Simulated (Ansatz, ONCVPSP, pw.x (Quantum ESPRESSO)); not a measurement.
## Zr (bcc): variants of one ONCV potential in the solid

zirconium, optimised norm-conserving Vanderbilt (ONCV), made with ONCVPSP 4.0.1.1 (patched build) (LDA (Perdew-Wang 92), scalar-relativistic). Core [Ar] 3d10, reference 4s2 4p6 4d2 5s2. Waves: 4s+5s: rc 2.15 bohr, ncon 5, nbas 9, qcut 4.5 1/bohr, 2 projectors; 4p: rc 2.00 bohr, ncon 3, nbas 7, qcut 7.6 1/bohr, 2 projectors, debl 3.5 Ha; 4d: rc 2.60 bohr, ncon 4, nbas 9, qcut 6.4 1/bohr, 2 projectors, debl 2.4 Ha. Local part: polynomial inside 1.85 bohr (lpopt 2, dvloc0 2 Ha). Core correction: Teter function, fcfact 3.75, rcfact 1.25.

Crystal test: bcc Zr in pw.x 7.5, no spin, 13³ k-points, Fermi–Dirac smearing 0.01 Ry, cutoffs set for each file from its atomic test. The reference is all-electron LAPW (Ansatz 0.2.0) with the same functional, mesh and smearing; V0 and B0 come from Birch–Murnaghan fits to the pressures at five volumes. Errors are pseudo minus all-electron; Δ is the rms difference of the E(V) curves that follow from these fits, minima aligned, over ±6 % about the mean V0. Mesh and smearing are coarse, so the numbers serve the comparison and aren't converged zero-temperature values; the lattice is a test structure that the element need not adopt.

All-electron: a0 = 3.490 Å (V0 = 21.25 Å³/atom), B0 = 97.9 GPa.

3 further variants are left out: they gave no file fit for a test, a broken result, the same result as the base, or pressures whose basis-set error rivals the error shown.

A dash in a converged row means that the minimum lies outside the volumes sampled.

```csv
change,cutoffs (Ry),pw.x,a0 (Å),a0 error (%),B0 error (%),Δ (meV/atom),mean pressure error (GPa)
base,85/340,converged,3.496,+0.16,+0.9,2.3,+0.49
s: qcut 3.7; p: qcut 6.3; d: qcut 5.3,105/420,converged,3.495,+0.16,+0.5,2.2,+0.47
s: qcut 5.6; p: qcut 9.4; d: qcut 7.9,65/260,converged; bound ghost,–,–,–,–,+34.33
```
